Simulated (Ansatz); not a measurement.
**Bands of AlFe**

```yaml
crystal:
  lattice:
    - [2.91000, 0.00000, 0.00000]
    - [0.00000, 2.91000, 0.00000]
    - [0.00000, 0.00000, 2.91000]
  atoms:
    - { symbol: Al, position: [0.00000, 0.00000, 0.00000] }
    - { symbol: Fe, position: [0.50000, 0.50000, 0.50000] }
```

Atoms are numbered in the order listed.

The geometry is COD entry 1541193, unchecked; take it as a test cell.

Other magnetic orders may lie lower; this is the state that the run reached.

The calculation used Ansatz 0.2.0, DFT, PBE, all-electron LAPW, scalar-relativistic.

Settings: a Γ-centred 12×12×12 k mesh, Fermi–Dirac smearing of 0.05 eV, basis error target 0.5 meV/atom, spin-polarised from start moments Fe2 3 μB, ending with a cell moment of 0.74 μB.

Points in fractions of the reciprocal vectors of this cell: Γ (0, 0, 0), X (0, 0.5, 0), M (0.5, 0.5, 0), R (0.5, 0.5, 0.5). The path joins them by straight lines in the order Γ–X–M–Γ–R–X–R–M; legs that retrace an earlier one aren't tabulated. Energies are in eV from the Fermi level.

Q: Is there a gap?

A: none: bands cross the Fermi level, a metal.

Q: List the levels between -8 and 5.5 eV at the symmetry points.

A: 
Γ spin-up: -2.44 (×2), -0.46 (×3)
Γ spin-down: -2.06 (×2), 0.44 (×3)
X spin-up: -6.18, -5.94, -1.85, -1.36 (×2), -0.34, 0.78
X spin-down: -6.22, -5.87, -1.40, -0.58 (×2), 0.57, 1.31
M spin-up: -4.88, -2.50, -2.14 (×2), -1.13 (×2), 0.36, 3.02, 3.73
M spin-down: -4.61, -2.18, -2.15 (×2), -0.31 (×2), 0.93, 3.38, 4.32
R spin-up: -3.55 (×3), 0.40 (×2), 2.85 (×3), 3.85
R spin-down: -3.12 (×3), 0.97 (×2), 2.92 (×3), 3.77
